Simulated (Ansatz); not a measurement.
An added N started as a split pair with a N atom in zincblende AlN, 65 atoms, charge −1

All numbers come from Ansatz (PAW, plane waves, no spin–orbit coupling) at the single k point (¼, ¼, ¼) without its symmetry partners. The atoms were relaxed with PBEsol in a fixed cell; other functionals are single points on those atoms unless said otherwise. The valence top and gap of the host come from its small cell on a dense mesh, with the band extrema sought between the mesh points, lined up by the mean potential, PBEsol gap 3.19 eV, HSE06 gap 4.55 eV. The charge correction uses an assumed dielectric constant of 8.5.

Relaxed structure:

```cif
data_structure
_symmetry_space_group_name_H-M 'P 1'
_symmetry_Int_Tables_number 1
_cell_length_a 8.7554
_cell_length_b 8.7554
_cell_length_c 8.7554
_cell_angle_alpha 90.000
_cell_angle_beta 90.000
_cell_angle_gamma 90.000
_cell_volume 671.17
loop_
_atom_site_label
_atom_site_type_symbol
_atom_site_fract_x
_atom_site_fract_y
_atom_site_fract_z
_atom_site_occupancy
Al1 Al 0.00011 0.00072 0.99789 1
Al2 Al 0.00489 0.00546 0.49801 1
Al3 Al 0.00047 0.49922 0.00126 1
Al4 Al 0.99768 0.50170 0.50021 1
Al5 Al 0.49865 0.00105 0.00126 1
Al6 Al 0.50104 0.99831 0.50021 1
Al7 Al 0.49846 0.49904 0.00039 1
Al8 Al 0.48012 0.48071 0.48716 1
Al9 Al 0.24883 0.24941 0.99817 1
Al10 Al 0.24436 0.24494 0.49839 1
Al11 Al 0.24798 0.75094 0.00100 1
Al12 Al 0.25109 0.74881 0.50046 1
Al13 Al 0.75034 0.24855 0.00100 1
Al14 Al 0.74821 0.25165 0.50046 1
Al15 Al 0.75023 0.75081 0.00132 1
Al16 Al 0.76944 0.77007 0.48349 1
Al17 Al 0.24991 0.00012 0.24872 1
Al18 Al 0.25043 0.99878 0.74940 1
Al19 Al 0.24655 0.49913 0.24663 1
Al20 Al 0.25153 0.50039 0.74998 1
Al21 Al 0.75091 0.00398 0.24606 1
Al22 Al 0.74900 0.99682 0.74910 1
Al23 Al 0.74946 0.50020 0.24817 1
Al24 Al 0.74566 0.50395 0.75229 1
Al25 Al 0.99950 0.25051 0.24873 1
Al26 Al 0.99821 0.25097 0.74938 1
Al27 Al 0.00345 0.75152 0.24604 1
Al28 Al 0.99622 0.74960 0.74911 1
Al29 Al 0.49856 0.24710 0.24662 1
Al30 Al 0.49979 0.25212 0.74998 1
Al31 Al 0.49958 0.75008 0.24817 1
Al32 Al 0.50345 0.74619 0.75226 1
N1 N 0.12461 0.12523 0.12444 1
N2 N 0.12469 0.12522 0.62614 1
N3 N 0.12486 0.62504 0.12461 1
N4 N 0.12444 0.62525 0.62476 1
N5 N 0.62446 0.12538 0.12461 1
N6 N 0.62464 0.12508 0.62472 1
N7 N 0.62447 0.62506 0.12506 1
N8 N 0.56474 0.56524 0.64925 1
N9 N 0.37260 0.37319 0.12512 1
N10 N 0.36224 0.36286 0.62426 1
N11 N 0.37349 0.87611 0.12543 1
N12 N 0.37662 0.87332 0.62490 1
N13 N 0.87551 0.37408 0.12540 1
N14 N 0.87279 0.37707 0.62494 1
N15 N 0.87687 0.87743 0.12498 1
N16 N 0.88672 0.88733 0.62289 1
N17 N 0.37436 0.12381 0.37430 1
N18 N 0.37435 0.12467 0.87504 1
N19 N 0.37174 0.62430 0.36933 1
N20 N 0.37007 0.62578 0.88263 1
N21 N 0.87527 0.12725 0.37405 1
N22 N 0.87450 0.12495 0.87457 1
N23 N 0.87927 0.62628 0.36757 1
N24 N 0.87775 0.62450 0.88246 1
N25 N 0.12319 0.37498 0.37430 1
N26 N 0.12406 0.37495 0.87506 1
N27 N 0.12667 0.87585 0.37409 1
N28 N 0.12440 0.87512 0.87458 1
N29 N 0.62371 0.37232 0.36929 1
N30 N 0.62520 0.37064 0.88264 1
N31 N 0.62572 0.87980 0.36762 1
N32 N 0.62392 0.87830 0.88243 1
N33 N 0.68395 0.68434 0.64275 1
```

Chemical potentials μ are those of reference phases of the elements at zero temperature by the same functional (the usual solids, diamond for C, grey Sn, and the molecules H2, N2, O2, F2, Cl2, Br2 and S8).

| functional | E(defect) − E(host) − Σ nμ + q·E_VBM (eV) | monopole (eV) | alignment (eV) | formation energy at E_F = VBM (eV) | moment (μB) | wall time, shared host |
| --- | --- | --- | --- | --- | --- | --- |
| PBEsol | 6.81 | 0.27 | -0.04 | 7.04 | 0 (no spin) | 30 s on 7 threads of Neoverse-V2 (relaxation) |

Task: Estimate the formation energy and moment that HSE06 gives on these atoms.

Result: 8.28 eV at E_F = VBM (8.04 eV before the monopole term 0.27 eV and the alignment -0.03 eV), moment 0 (no spin).

Task: How does the monopole term follow by hand for this cubic cell?

Result: q²·α·e²/(4πε₀)/(2εL) with the Madelung constant α = 2.837 and e²/4πε₀ = 14.40 eV·Å: 1 × 2.837 × 14.40 / (2 × 8.5 × 8.755) = 0.27 eV.

HSE06 one-electron levels near the gap (the ten most localised at most), from the host's valence top, not corrected for the charge's images:

| level (eV) | spin | filling | atoms sharing it | element of the atom with most weight |
| --- | --- | --- | --- | --- |
| -0.25 | both | 2.00 | 33.6 | spread |
| -0.25 | both | 2.00 | 34.9 | spread |
| -0.19 | both | 2.00 | 35.0 | spread |
| -0.09 | both | 2.00 | 36.4 | spread |
| -0.07 | both | 2.00 | 34.3 | spread |
| 0.31 | both | 2.00 | 9.9 | N |
| 1.73 | both | 2.00 | 5.0 | N |
| 1.97 | both | 2.00 | 4.4 | N |

All elements are taken at their own reference at once; growth conditions in equilibrium with the host shift these energies, by up to the host's formation enthalpy.

One k point and a cell of this size can leave errors of several tenths of an eV in such numbers.
